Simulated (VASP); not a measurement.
# Cu in VASP: further runs

One slab, Cu, is run at these levels: PBE; tasks: single point.

Program: VASP 6.6.1. These are calculated values, not measurements. Logs are shortened: lines on timing, memory, paths and dates and some standing lists are left out, and cuts for length are marked.

## (1) The structure

The cell holds a slab with vacuum, 6 atoms: a = 2.542 Å, b = 2.542 Å, c = 24.738 Å, α = 90.00°, β = 90.00°, γ = 120.00°.

The slab is cut from a database's or a generator's crystal, which needn't be the stable form of the element.

## (2) Single point, PBE

The input, INCAR:

```
PREC = Accurate ; ENCUT = 520
EDIFF = 1E-7 ; ISMEAR = 0
SIGMA = 0.1 ; LREAL = F
LASPH = T ; NELM = 100
ALGO = Fast ; ISIF = 2
LWAVE = F ; LCHARG = F
GGA = PE ; NBANDS = 42
```

The input, KPOINTS:

```
regular mesh
0
Gamma
  18 18 2
```

The input, POSCAR:

```
Cu
1.0
    2.5418312518      0.0000000000      0.0000000000
   -1.2709156259      2.2012904362      0.0000000000
    0.0000000000      0.0000000000     24.7384379628
Cu
6
Direct
    0.0000000000      0.0000000000      0.3724129418
    0.6666666667      0.3333333333      0.2875271999
    0.3333333333      0.6666666667      0.4574551179
    0.0000000000      0.0000000000      0.6275870582
    0.6666666667      0.3333333333      0.5425448821
    0.3333333333      0.6666666667      0.7124728001
```

Potentials or basis: VASP PAW PBE potentials, release 64 (Cu).

Started as:

```bash
cat potpaw_PBE.64/Cu/POTCAR > POTCAR
mpirun -np 1 vasp_std > vasp.out
```

OUTCAR:

```text
PREC = Accurate
   ENCUT = 520
   EDIFF = 1E-7
   ISMEAR = 0
   LREAL = F
   LASPH = T
   NELM = 100
   ISIF = 2
   GGA = PE

 ion  position               nearest neighbor table
   1  0.000  0.000  0.372-   2 2.56   2 2.56   2 2.56   3 2.57   3 2.57   3 2.57
   2  0.667  0.333  0.288-   1 2.56   1 2.56   1 2.56
   3  0.333  0.667  0.457-   1 2.57   1 2.57   1 2.57   5 2.57   5 2.57   5 2.57
   4  0.000  0.000  0.628-   6 2.56   6 2.56   6 2.56   5 2.57   5 2.57   5 2.57
   5  0.667  0.333  0.543-   4 2.57   4 2.57   4 2.57   3 2.57   3 2.57   3 2.57
   6  0.333  0.667  0.712-   4 2.56   4 2.56   4 2.56

  LATTYP: Found a hexagonal cell.
 ALAT       =     2.5418312518
 C/A-ratio  =     9.7325256920

  Lattice vectors:

 A1 = (   2.5418312518,   0.0000000000,   0.0000000000)
 A2 = (  -1.2709156259,   2.2012904362,   0.0000000000)
 A3 = (   0.0000000000,   0.0000000000,  24.7384379628)

Analysis of symmetry for initial positions (statically):
=====================================================================
 Subroutine PRICEL returns:
 Original cell was already a primitive cell.

 Routine SETGRP: Setting up the symmetry group for a
 hexagonal supercell.

 Subroutine GETGRP returns: Found 12 space group operations
 (whereof 12 operations were pure point group operations)
 out of a pool of 24 trial point group operations.

The static configuration has the point symmetry D_3d.

Analysis of symmetry for dynamics (positions and initial velocities):
=====================================================================
 Subroutine PRICEL returns:
 Original cell was already a primitive cell.

 Routine SETGRP: Setting up the symmetry group for a
 hexagonal supercell.

 Subroutine GETGRP returns: Found 12 space group operations
 (whereof 12 operations were pure point group operations)
 out of a pool of 24 trial point group operations.

The dynamic configuration has the point symmetry D_3d.

 Subroutine INISYM returns: Found 12 space group operations
 (whereof 12 operations are pure point group operations),
 and found     1 'primitive' translations

----------------------------------------------------------------------------------------

                                     Primitive cell

  volume of cell :     138.4192

  direct lattice vectors                    reciprocal lattice vectors
     2.541831252  0.000000000  0.000000000     0.393417147  0.227139496  0.000000000
    -1.270915626  2.201290436  0.000000000     0.000000000  0.454278992  0.000000000
     0.000000000  0.000000000 24.738437963     0.000000000  0.000000000  0.040422924

  length of vectors
     2.541831252  2.541831252 24.738437963     0.454278992  0.454278992  0.040422924

  position of ions in fractional coordinates (direct lattice)
     0.000000000  0.000000000  0.372412942
     0.666666667  0.333333333  0.287527200
     0.333333333  0.666666667  0.457455118
     0.000000000  0.000000000  0.627587058
     0.666666667  0.333333333  0.542544882
     0.333333333  0.666666667  0.712472800

  ion indices of the primitive-cell ions
   primitive index   ion index
                 1           1
                 2           2
                 3           3
                 4           4
                 5           5
                 6           6

----------------------------------------------------------------------------------------

 KPOINTS: regular mesh

Automatic generation of k-mesh.
 Grid dimensions read from file:
 generate k-points for:   18   18    2

 Generating k-lattice:

  Cartesian coordinates                     Fractional coordinates (reciprocal lattice)
     0.021856508  0.012618861  0.000000000     0.055555556  0.000000000  0.000000000
     0.000000000  0.025237722  0.000000000     0.000000000  0.055555556  0.000000000
     0.000000000  0.000000000  0.020211462     0.000000000  0.000000000  0.500000000

  Length of vectors
     0.025237722  0.025237722  0.020211462

  Shift w.r.t. Gamma in fractional coordinates (k-lattice)
     0.000000000  0.000000000  0.000000000

 Subroutine IBZKPT returns following result:
 ===========================================

 Found     74 irreducible k-points:

 Following reciprocal coordinates:
            Coordinates               Weight
  0.000000  0.000000  0.000000      1.000000
  0.055556  0.000000  0.000000      6.000000
  0.111111  0.000000  0.000000      6.000000
  0.166667  0.000000  0.000000      6.000000
  0.222222 -0.000000  0.000000      6.000000
  0.277778 -0.000000  0.000000      6.000000
[... 16 lines left out ...]
  0.333333  0.111111  0.000000     12.000000
  0.388889  0.111111  0.000000     12.000000
 [... further k-points ...]
   k-points           NKPTS =     74   k-points in BZ     NKDIM =     74   number of bands    NBANDS=     42
   number of dos      NEDOS =    301   number of ions     NIONS =      6
   total plane-waves  NPLWV =  76800
   dimension x,y,z NGX =    20 NGY =   20 NGZ =  192
   dimension x,y,z NGXF=    40 NGYF=   40 NGZF=  384
   ions per type =               6
   NGX,Y,Z   is equivalent  to a cutoff of  13.08, 13.08, 12.90 a.u.
   NGXF,Y,Z  is equivalent  to a cutoff of  26.16, 26.16, 25.81 a.u.
 SYSTEM =  unknown system
   PREC   = accura    normal or accurate (medium, high low for compatibility)
   ISTART =      0    job   : 0-new  1-cont  2-samecut
   ICHARG =      2    charge: 1-file 2-atom 10-const
   ISPIN  =      1    spin polarized calculation?
   LNONCOLLINEAR =      F non collinear calculations
   LSORBIT =      F    spin-orbit coupling
   LASPH  =      T    aspherical Exc in radial PAW
   ENCUT  =  520.0 eV  38.22 Ry    6.18 a.u.   4.73  4.73 46.00*2*pi/ulx,y,z
   NELM   =    100;   NELMIN=  2; NELMDL= -5     # of ELM steps
   EDIFF  = 0.1E-06   stopping-criterion for ELM
   LREAL  =      F    real-space projection
   EDIFFG = 0.1E-05   stopping-criterion for IOM
   NSW    =      0    number of steps for IOM
   IBRION =     -1    ionic relax: 0-MD 1-quasi-New 2-CG
   NFREE  =      0    steps in history (QN), initial steepest desc. (CG)
   ISIF   =      2    stress and relaxation
   ISYM   =      2    0-nonsym 1-usesym 2-fastsym
   POTIM  = 0.5000    time-step for ionic-motion
   TEBEG  =    0.0;   TEEND  =   0.0 temperature during run
   PSTRESS=    0.0 pullay stress
   NELECT =      66.0000    total number of electrons
   NUPDOWN=      -1.0000    fix difference up-down
   EMIN   =  10.00;   EMAX   =-10.00  energy-range for DOS
   EFERMI =   0.00;   METHOD = LEGACY
   ISMEAR =     0;   SIGMA  =   0.10  broadening in eV -4-tet -1-fermi 0-gaus
   EFERMI_NEDOS =   21; number of points for ismear=-14 and -15
   IALGO  =     68    algorithm
   IMIX   =      4    mixing-type and parameters
     AMIX     =   0.40;   BMIX     =  1.00
     AMIX_MAG =   1.60;   BMIX_MAG =  1.00
  volume/ion in A,a.u.               =      23.07       155.68
  Fermi-wavevector in a.u.,A,eV,Ry     =   1.278961  2.416886 22.255617  1.635742
  Thomas-Fermi vector in A             =   2.411474
   LORBIT       =      0    0 simple, 1 ext, 2 COOP (PROOUT), +10 PAW based schemes
   GGA     = PE    functional components
   LHFCALC =     F    Hartree Fock is set to
   AEXX    =    0.0000 exact exchange contribution
   IVDW    =     0    specifies the selected vdW correction
   LEPSILON=     F    determine dielectric tensor
   LRPA    =     F    only Hartree local field effects (RPA)
 non-spin polarized calculation
 RMM-DIIS sequential band-by-band and
 Gauss-broadening in eV      SIGMA  =   0.10
  energy-cutoff  :      520.00
  volume of cell :      138.42
 maximum number of plane-waves:      3764
 NGX is ok and might be reduce to    20
   NGX =  9   NGY =  9   NGZ = 91

 number of electron      65.9999999 magnetization

 Free energy of the ion-electron system (eV)
  ---------------------------------------------------
  ext. energy  EPLUGINS =         0.00000000
  ---------------------------------------------------
  free energy    TOTEN  =       -21.46346767 eV

  energy without entropy =      -21.45652639  energy(sigma->0) =      -21.45999703

 E-fermi :   1.5310     XC(G=0):  -7.2382

 val. band max:        1.4801512897   @ k =   0.2222   0.0556   0.5000
 cond. band min:       1.5630874929   @ k =   0.4444  -0.0000   0.0000
 fundamental gap:      0.0829362032
 Fermi energy:         1.5309750935

 k-point     1 :       0.0000    0.0000    0.0000
  band No.  band energies     occupation
      1      -7.5925      2.00000
      2      -6.9791      2.00000
      3      -5.9794      2.00000
      4      -4.8159      2.00000
      5      -3.9087      2.00000
      6      -3.5857      2.00000
[... 34 lines left out ...]
     41       7.3241      0.00000
     42       9.3356      0.00000

 k-point     2 :       0.0556    0.0000    0.0000
  band No.  band energies     occupation
      1      -7.4918      2.00000
      2      -6.8805      2.00000
      3      -5.8846      2.00000
      4      -4.7269      2.00000
      5      -3.8290      2.00000
      6      -3.5179      2.00000
[... 34 lines left out ...]
     41       7.4120      0.00000
     42       9.4207      0.00000

 k-point     3 :       0.1111    0.0000    0.0000
  band No.  band energies     occupation
      1      -7.1930      2.00000
      2      -6.5887      2.00000
      3      -5.6059      2.00000
      4      -4.4686      2.00000
      5      -3.6008      2.00000
      6      -3.3253      2.00000
[... 34 lines left out ...]
     41       7.6761      0.00000
     42       9.7480      0.00000

 k-point     4 :       0.1667    0.0000    0.0000
  band No.  band energies     occupation
      1      -6.7064      2.00000
      2      -6.1168      2.00000
      3      -5.1631      2.00000
      4      -4.0733      2.00000
      5      -3.2647      2.00000
      6      -3.0433      2.00000
[... 844 lines left out ...]
     41       9.8993      0.00000
     42      10.5784      0.00000

 k-point    23 :       0.3333    0.1111    0.0000
  band No.  band energies     occupation
      1      -3.5969      2.00000
      2      -3.3705      2.00000
      3      -3.1679      2.00000
      4      -2.9295      2.00000
      5      -2.6512      2.00000
      6      -2.5909      2.00000
[... 34 lines left out ...]
     41       9.8183      0.00000
     42      10.1702      0.00000

 k-point    24 :       0.3889    0.1111    0.0000
  band No.  band energies     occupation
      1      -3.2951      2.00000
      2      -3.1193      2.00000
      3      -3.0630      2.00000
      4      -2.9172      2.00000
      5      -2.6927      2.00000
      6      -2.6079      2.00000
[... 34 lines left out ...]
     41       9.3061      0.00000
     42       9.7057      0.00000

 [... further k-points ...]

------------------------ aborting loop because EDIFF is reached ----------------------------------------

  FORCE on cell =-STRESS in cart. coord.  units (eV):
  Direction    XX          YY          ZZ          XY          YZ          ZX
  --------------------------------------------------------------------------------------
  -------------------------------------------------------------------------------------
  Total        0.2501571      0.2501571      0.1573390      0.0000000      0.0000000      0.0000000
  in kB        2.8955240      2.8955240      1.8211707      0.0000000      0.0000000      0.0000000
  external PRESSURE =       2.5374062 kB  Pullay stress =       0.0000000 kB

 VOLUME and BASIS-vectors are now :
 -----------------------------------------------------------------------------
  energy-cutoff  :      520.00
  volume of cell :      138.42
      direct lattice vectors                 reciprocal lattice vectors
     2.541831252  0.000000000  0.000000000     0.393417147  0.227139496  0.000000000
    -1.270915626  2.201290436  0.000000000     0.000000000  0.454278992  0.000000000
     0.000000000  0.000000000 24.738437963     0.000000000  0.000000000  0.040422924

 POSITION                                       TOTAL-FORCE (eV/Angst)
 -----------------------------------------------------------------------------------
      0.00000      0.00000      9.21291        -0.000000      0.000000     -0.000805
      1.27092      0.73376      7.11297        -0.000000      0.000000     -0.016237
     -0.00000      1.46753     11.31673         0.000000      0.000000     -0.001720
      0.00000      0.00000     15.52552         0.000000      0.000000      0.000805
      1.27092      0.73376     13.42171         0.000000     -0.000000      0.001720
     -0.00000      1.46753     17.62546        -0.000000      0.000000      0.016237
 -----------------------------------------------------------------------------------
    total drift:                               -0.000000      0.000000      0.000000

  FREE ENERGIE OF THE ION-ELECTRON SYSTEM (eV)
  ---------------------------------------------------
  free  energy   TOTEN  =       -21.4634676724 eV

  energy  without entropy=      -21.4565263899  energy(sigma->0) =      -21.45999703
```

Run time: 5.5 min. Hardware: 1 thread of Intel Xeon 6975P-C (Granite Rapids), shared host; peak memory 0.45 GiB.

What came out:

* Free energy: -21.4635 eV
* Largest force: 0.016 eV/Å
* Band gap on the k mesh: none (metal or under the smearing width)

Forces on the atoms (eV/Å):
```
Cu   0.000  0.000 -0.001
Cu   0.000  0.000 -0.016
Cu   0.000  0.000 -0.002
Cu   0.000  0.000  0.001
Cu   0.000  0.000  0.002
Cu   0.000  0.000  0.016
```

## (3) Single point, PBE

This run uses another cell than the first one, of 22.23 Å³/atom, 0.964 times its volume.

The input, INCAR:

```
PREC     = Accurate       # precision mode
ENCUT    = 520            # plane-wave cutoff, eV
EDIFF    = 1E-7           # SCF threshold, eV
ISMEAR   = 0              # smearing method
SIGMA    = 0.1            # smearing width, eV
LREAL    = False          # projectors in reciprocal space
LASPH    = True           # aspherical terms in the spheres
NELM     = 100            # most SCF steps
ALGO     = Fast           # electronic algorithm
ISIF     = 2              # what is computed and relaxed
LWAVE    = False          # write WAVECAR
LCHARG   = False          # write CHGCAR
GGA      = PE             # functional
NBANDS   = 42             # bands
```

The input, KPOINTS:

```
regular mesh
0
Gamma
  9 9 1
```

The input, POSCAR:

```
Cu
1.0
    2.5036582226      0.0000000000      0.0000000000
   -1.2518291113      2.1682316232      0.0000000000
    0.0000000000      0.0000000000     24.5755892700
Cu
6
Direct
    0.0000000000      0.0000000000      0.3737644500
    0.6666666700      0.3333333300      0.2896144200
    0.3333333300      0.6666666700      0.4579908600
    0.0000000000      0.0000000000      0.6262355500
    0.6666666700      0.3333333300      0.5420091400
    0.3333333300      0.6666666700      0.7103855800
```

Potentials or basis: VASP PAW PBE potentials, release 64 (Cu).

Started as:

```bash
cat potpaw_PBE.64/Cu/POTCAR > POTCAR
mpirun -np 1 vasp_std > vasp.out
```

Wall time 60 s (1 thread of Intel Xeon 6975P-C (Granite Rapids), shared host); peak memory 0.27 GiB.

It converged, with:

```yaml
Free_energy: -21.4576 eV
Largest_force: 0.200 eV/Å
Band_gap_on_the_k_mesh: none (metal or under the smearing width)
```

Forces on the atoms (eV/Å):
```
Cu   0.000  0.000 -0.115
Cu   0.000  0.000 -0.200
Cu   0.000  0.000 -0.029
Cu   0.000  0.000  0.115
Cu   0.000  0.000  0.029
Cu   0.000  0.000  0.200
```

Levels at points of the mesh, in eV from the Fermi level:
```csv
k point,band 30,band 31,band 32,band 33,band 34,band 35,band 36,band 37
"(0.00, 0.00, 0.00)",-1.88,-1.88,-1.61,-1.61,-1.59,-1.59,-0.90,-0.46
```

[end of part 1 of 2]
